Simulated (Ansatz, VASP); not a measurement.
**F in VASP and in Ansatz**

```
F
1.0
     0.00000    1.46397    1.46397
     1.46397    0.00000    1.46397
     1.46397    1.46397    0.00000
F
1
Direct
  0.00000 0.00000 0.00000
```

Change from the starting cell: volume scaled by 0.68, LAPW.

Alike in both runs: task single point; functional PBEsol; k mesh 19 × 19 × 19; occupations fermi-dirac, width 0.08 eV; no spin polarisation.

```csv
,VASP,Ansatz
version,VASP 6.6.1,Ansatz 0.2.0
potentials or method,"VASP PAW PBE potentials, release 64 (F), cutoff 520 eV","all-electron LAPW, scalar-relativistic"
```

```csv
,VASP,Ansatz,Ansatz less VASP
pressure (GPa),73.1,74.3,+1.19
```

Ansatz ran all-electron here, so the differences hold the error of VASP's frozen core and of both bases.

Caveats: the cell as given lies far from equilibrium; so large a pressure means that the cell lies far from this level's equilibrium, or that cutoff or potentials fall short (VASP); the potentials were made for another functional, which shifts forces and pressure (VASP); an odd number of electrons without spin polarisation forces a metal; a magnetic or distorted state may lie lower.
